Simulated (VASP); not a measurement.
Runs of VASP 6.6.1 on BaHfO3. It takes space group Pm-3m (No. 221, cubic). The conventional cell has a = 4.154 Å, b = 4.154 Å, c = 4.154 Å, α = 90.00°, β = 90.00°, γ = 90.00°. Around Ba (site symmetry m-3m) lie 12 O at 2.94 Å. Hf (site symmetry m-3m) is surrounded by 6 O at 2.08 Å. O (site symmetry 4/mmm) has 2 Hf at 2.08 Å as nearest neighbours. The cell comes from a database or a generator and needn't be the stable form of this composition.

| level | potentials or basis | k mesh | cutoff (eV) | smearing | gap on the mesh (eV) | pressure (GPa) |
| --- | --- | --- | --- | --- | --- | --- |
| PBEsol | VASP PAW PBE potentials, release 64 (Ba_sv, Hf_pv, O) | 6 × 6 × 6 | 700 | gaussian 0.02 eV | 3.51 | 0.0 |
| PBEsol | VASP PAW PBE potentials, release 64 (Ba_sv, Hf_pv, O) | 8 × 8 × 8 | 520 | gaussian 0.02 eV | 3.50 | 0.1 |
| PBEsol | VASP PAW PBE potentials, release 64 (Ba_sv, Hf_pv, O) | 6 × 6 × 6 | 520 | gaussian 0.5 eV | 3.50 | 0.1 |
| r2SCAN | VASP PAW PBE potentials, release 64 (Ba_sv, Hf_pv, O) | 6 × 6 × 6 | 520 | gaussian 0.02 eV | 4.15 | (a) |
| PBEsol | VASP PAW PBE potentials, release 64 (Ba_sv, Hf_pv, O_h) | 6 × 6 × 6 | 900 | gaussian 0.02 eV | 3.51 | -0.2 |

Alike in all rows: task single point; no spin polarisation; cell as given.

**Question.** Estimate the missing entries.

**Answer.** (a) 2.3.

Caveats: the PAW data sets were made with another functional, which shifts forces and pressure a little; spin-orbit coupling is left out, which moves the levels of the heavy elements; the cutoff is under 1.25 times the usual one of these potentials, so pressure, stress and relaxed cells hold a basis-set (Pulay) error (some runs).

A k mesh can miss the band edges, and the runs leave out spin-orbit coupling on Ba, Hf.
